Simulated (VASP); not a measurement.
HfS2:

```xyz
3
Lattice="3.6397 0.0000 0.0000 -1.8198 3.1520 0.0000 0.0000 0.0000 6.0556" Properties=species:S:1:pos:R:3 pbc="T T T"
Hf    0.0000    0.0000    0.0000
S     1.8198    1.0507    4.6262
S     0.0000    2.1014    1.4294
```

The cell is a database's computed one.

- Program: VASP 6.6.1
- Task: relaxation of cell and atoms
- Functional: PBE
- Dispersion: D3(BJ)
- Potentials or basis: VASP PAW PBE potentials, release 64 (Hf_pv, S)
- Cutoff: 600 eV
- k mesh: 9 × 9 × 5
- Occupations: gaussian, width 0.03 eV
- Spin: no spin polarisation

At the start: pressure -1.0 GPa; volume 23.16 Å³/atom.

Question: Where does the relaxation end?

Answer: Over 13 steps the energy falls by 9.9 meV/atom and the volume is 21.55 Å³/atom (-6.9 %); space group P-3m1 (No. 164, to 0.05 Å).

Step by step:
```tsv
step	energy change (eV)	largest force (eV/Å)	pressure (GPa)	volume (Å³)
1	0.0000	0.1620	-1.05	69.47
2	-0.0063	0.3158	0.69	67.96
3	-0.0064	0.2992	0.54	68.12
4	-0.0120	0.1578	0.15	67.80
5	-0.0134	0.0495	-0.13	67.56
6	-0.0167	0.0398	-0.23	67.30
7	-0.0244	0.0082	-0.52	66.52
8	-0.0259	0.0638	-0.91	64.92
9	-0.0279	0.0192	-0.73	65.70
10	-0.0287	0.1172	0.54	64.57
11	-0.0292	0.0652	0.06	64.99
12	-0.0296	0.0379	0.03	64.84
13	-0.0298	0.0014	0.02	64.65
```

Final structure:
```
Hf S
1.0
     3.59684    0.00000    0.00000
    -1.79842    3.11495    0.00000
     0.00000    0.00000    5.77000
Hf S
1 2
Cartesian
  0.0000 0.0000 0.0000
  1.7984 1.0383 4.3151
  0.0000 2.0766 1.4549
```
